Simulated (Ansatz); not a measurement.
Cubic perovskite LaAlO₃ (cubic high-temperature phase), treated with B3LYP (VWN-RPA form) in Ansatz (PAW).

Input:

Ansatz 0.2 input:
```yaml
crystal:
  lattice:
    - [3.81, 0.0, 0.0]
    - [0.0, 3.81, 0.0]
    - [0.0, 0.0, 3.81]
  atoms:
    - { symbol: La, position: [0.0, 0.0, 0.0] }
    - { symbol: Al, position: [0.5, 0.5, 0.5] }
    - { symbol: O, position: [0.5, 0.0, 0.5] }
    - { symbol: O, position: [0.0, 0.5, 0.5] }
    - { symbol: O, position: [0.5, 0.5, 0.0] }
basis:
  ecutwfc: 460
  ecutrho_ratio: 4
  xc_grid: 2
kpoints:
  mp_grid: { grid: [6, 6, 6] }
hamiltonian:
  xc: b3lyp
  dispersion: none
  pseudopotentials: { kind: paw }
scf:
  occupations: { method: fermi_dirac, width: 0.01 }
  convergence: { dr2_threshold: 0.0000000005 }
output:
  forces: true
  stress: true
  eigenvalues: true
```

The run printed, among other lines:

```
WARN output.stress: scf.exx.energy_threshold = 1e-6 eV is looser than the 5e-8 eV advised for a stress under a hybrid functional (1e-8 eV for each atom of the …
Crystal: 5 atoms, lattice volume = 55.306 Å³
Basis set: ecut = 460 eV, 1237 PW (Γ), exchange–correlation on 54×54×54 points (8 copies of the dense FFT grid, shifted against one another)
Bands: 21, of which v1, the nominal top of the filled ones, is band 16 counted from 1 (15 counted from 0)
Symmetry: 48 space group operations
Space group: Pm-3m (ITA 221), of the structure as read, at distance tolerance 3.8e-5 Å
k-points: 20 of 216
Functional: x = 0.1 slater + 0.9 b88, c = 0.19 vwn_rpa + 0.81 lyp, warm-up for x = 0.08 slater + 0.72 b88 + 0.2 exact, c = 0.19 vwn_rpa + 0.81 lyp
SCF iter   1: F=—  HF=-8520.522810 eV  |F-HF|=—  |Δ(HF+E_count)|=         —  Δρ=2.13e-2  dr2=1.84e-1
SCF iter   2: F=—  HF=-8520.500464 eV  |F-HF|=—  |Δ(HF+E_count)|=   2.23e-2  Δρ=1.36e-2  dr2=9.21e-2
  ...
Crystal: 5 atoms, lattice volume = 55.306 Å³
Initial density: handed on by an earlier stage of this run
Functional: x = 0.08 slater + 0.72 b88 + 0.2 exact, c = 0.19 vwn_rpa + 0.81 lyp
Crystal: 5 atoms, lattice volume = 55.306 Å³
SCF iter   5: F=—  HF=-8524.932988 eV  |F-HF|=—  |Δ(HF+E_count)|=   1.31e-9  Δρ=3.59e-7  dr2=7.57e-10
SCF iter   6: F=-8524.932988 eV  HF=-8524.932988 eV  |F-HF|=2.69e-10  |Δ(HF+E_count)|=   1.22e-8  Δρ=8.62e-7  dr2=4.39e-10
SCF 3 converged in 6 iterations: F = -8524.932988 eV  dr2 = 4.39e-10
Free energy (F): -8524.932988 eV
Internal energy: -8524.932988 eV  (E = F + TS)
E sigma→0 (E₀):  -8524.932988 eV
Fermi energy:    12.948491 eV
--- Forces (eV/Å), atoms counted from 1 ---
  atom   1  La    -0.00000000     0.00000000    -0.00000000
  atom   2  Al     0.00000000    -0.00000000    -0.00000000
  atom   3  O      0.00000000    -0.00000000     0.00000000
  atom   4  O      0.00000000    -0.00000000    -0.00000000
  atom   5  O      0.00000000    -0.00000000     0.00000000
--- Stress (GPa, compression-positive) ---
        0.347839       0.000000       0.000000
        0.000000       0.347839       0.000000
        0.000000       0.000000       0.347839
  P = ⅓ Tr σ = 0.3478 GPa (3.478 kbar)
```

The PAW data were made under PBE.

Note: held by symmetry at 0 K, a high-temperature phase can be a saddle point. Note: cell and atoms aren't relaxed at this level (pressure 0.3 GPa).

Ansatz is a program for electronic structure.
